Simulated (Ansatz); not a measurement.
# SiMo3: the cost of one run

Computed with Ansatz 0.2.0 (DFT r2SCAN, scalar-relativistic, plane waves, PAW, unless a step's input says otherwise).

### Step 1. The starting structure

It takes space group P6/mmm (No. 191, hexagonal). The conventional cell has a = 4.031 Å, b = 4.031 Å, c = 4.254 Å, α = 90.00°, β = 90.00°, γ = 120.00°. Si (site symmetry 6/mmm) is surrounded by 8 Mo at 2.13 to 2.33 Å. Mo (site symmetry 6/mmm) has 2 Si at 2.13 Å as nearest neighbours. Mo (site symmetry -6m2) is surrounded by 3 Mo at 2.33 Å and 3 Si at 2.33 Å.

Coordinates:

```cif
data_structure
_symmetry_space_group_name_H-M 'P6/mmm'
_symmetry_Int_Tables_number 191
_cell_length_a 4.0309
_cell_length_b 4.0309
_cell_length_c 4.2542
_cell_angle_alpha 90.000
_cell_angle_beta 90.000
_cell_angle_gamma 120.000
_cell_volume 59.86
loop_
_atom_site_label
_atom_site_type_symbol
_atom_site_symmetry_multiplicity
_atom_site_Wyckoff_symbol
_atom_site_fract_x
_atom_site_fract_y
_atom_site_fract_z
_atom_site_occupancy
Si1 Si 1 a 0.00000 0.00000 0.00000 1
Mo1 Mo 1 b 0.00000 0.00000 0.50000 1
Mo2 Mo 2 c 0.33333 0.66667 0.00000 1
```

This is candidate A: Li3N type (P6/mmm, No. 191).

(A quick probe on a coarse mesh, which set the mesh and smearing, is not shown.)

### Step 3. Coarse relaxation (candidate A)

input.yaml

```yaml
crystal:
  lattice:
    - [4.0309112613, 0.0, 0.0]
    - [-2.0154556307, 3.4908715528, 0.0]
    - [0.0, 0.0, 4.2542085443]
  atoms:
    - { symbol: Si, position: [0.0, 0.0, 0.0] }
    - { symbol: Mo, position: [0.0, 0.0, 0.5] }
    - { symbol: Mo, position: [0.3333333333, 0.6666666667, 0.0] }
    - { symbol: Mo, position: [0.6666666667, 0.3333333333, 0.0] }
basis:
  ecutwfc: 500
kpoints:
  mp_grid: { grid: [6, 6, 4] }
hamiltonian:
  xc: r2scan
scf:
  occupations: { method: gaussian, width: 0.1 }
  lower_state_search: "off"
output:
  forces: true
  stress: true
  eigenvalues: true
relax:
  adjacent_minimum: "off"
  f_tol: 0.04
  max_steps: 70
  cell: { stress_tol: 0.4 }
```

The run is started by

```
$ ansatz run input.yaml --threads 1 --pin off --max-ram 3072MiB --backend cpu --events-out ev --progress --plain --runs-dir out
```

What time and memory should one allow on 1 thread of Arm Neoverse V2, shared host?

About 38 s, with a peak of 0.52 GiB.
